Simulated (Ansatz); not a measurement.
Input of an Ansatz 0.2.0 run:

File input.yaml:

```yaml
crystal:
  lattice:
    - [-2.4772904627, 2.4772904627, 3.6556712422]
    - [2.4772904627, -2.4772904627, 3.6556712422]
    - [2.4772904627, 2.4772904627, -3.6556712422]
  atoms:
    - { symbol: Si, position: [0.75, 0.25, 0.5] }
    - { symbol: Si, position: [0.0, 0.0, 0.0] }
    - { symbol: O, position: [0.875, 0.02821387, 0.65321387] }
    - { symbol: O, position: [0.77821387, 0.125, 0.15321387] }
    - { symbol: O, position: [0.97178613, 0.625, 0.84678613] }
    - { symbol: O, position: [0.375, 0.22178613, 0.34678613] }
kpoints:
  mp_grid: { grid: [8, 8, 8] }
  band_path:
    path:
      - [0.0, 0.0, 0.0]
      - [0.0, 0.0, 0.5]
      - [-0.2296093669, 0.2296093669, 0.5]
      - [-0.3648046834, 0.3648046834, 0.3648046834]
      - [0.0, 0.0, 0.0]
      - [0.5, 0.5, -0.5]
      - [0.3648046834, 0.6351953166, -0.3648046834]
      - [0.0, 0.5, 0.0]
    npoints: 10
scf:
  occupations: { method: fermi_dirac, width: 0.05 }
hamiltonian:
  xc: pbesol
  pseudopotentials: { kind: all_electron, lapw: { basis_error: 0.002 } }
output:
  forces: true
  stress: true
  eigenvalues: true
```

Potentials or basis: all-electron LAPW, scalar-relativistic.

Command:

```sh
$ ansatz run input.yaml --threads 4 --pin off --max-ram 12288MiB --backend cpu --events-out ev --progress --plain --runs-dir out
```

Problem. Predict the pressure.

Solution. 2.1 GPa.

Problem. Predict the largest force.

Solution. 0.142 eV/Å.

Problem. Estimate the band gap along the path.

Solution. 5.90 eV, direct.

Problem. Predict the band gap on the k mesh.

Solution. 5.90 eV, direct.

Stress tensor (GPa, compression positive):
```
2.19 0.00 0.00
0.00 2.19 0.00
0.00 0.00 2.06
```
